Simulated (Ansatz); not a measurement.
## SiO2 in Ansatz: the effect of target pressure

The system is SiO2.

```xyz
6
Lattice="4.2332 0.0000 0.0000 0.0000 4.2332 0.0000 0.0000 0.0000 2.6935" Properties=species:S:1:pos:R:3 pbc="T T T"
Si    0.0000    0.0000    0.0000
Si    2.1166    2.1166    1.3467
O     3.4155    0.8177    1.3467
O     1.2989    1.2989    0.0000
O     0.8177    3.4155    1.3467
O     2.9343    2.9343    0.0000
```

The cell comes from a database or a generator and needn't be the stable form of this composition.

Alike in all runs:

- Program: Ansatz 0.2.0
- Task: relaxation of cell and atoms
- Functional: PBEsol
- Potentials or basis: Ansatz PAW
- Cutoff: 420 eV (not typed: the program's choice for these potentials)
- k mesh: 6 × 6 × 10
- Occupations: fermi-dirac, width 0.05 eV
- Spin: no spin polarisation

Each run relaxes the cell or the atoms first.

```csv
target pressure,relaxed volume (Å³/atom),gap on the mesh (eV)
0 GPa,7.85,5.35
2 GPa,7.80,5.46
5 GPa,7.72,5.61
10 GPa,7.61,5.86
20 GPa,7.40,6.33
30 GPa,?,?
```

What does the run with target pressure 30 GPa give?

Relaxed volume 7.21 Å³/atom; gap on the mesh 6.62 eV.

Worked out: In Murnaghan's law V^(-B') rises as a straight line in P. The other rows fit best with B' = 4.8, V0 = 7.85 Å³/atom and B0 = 293 GPa, which gives 7.22 Å³/atom at 30 GPa, against the run's 7.21. A straight line through the other rows of the gap on the mesh, of slope 0.0488 eV per GPa, extrapolates to 6.83 eV, against the run's 6.62. The fit is too stiff a form for this range.

Caveats: the plane-wave basis is chosen anew once the cell has moved, so the energies of steps on either side of that aren't comparable; the PAW data sets come from PBE, with cores solved anew for the run's functional, which leaves a small shift of forces and pressure.

A k mesh can miss the band edges.
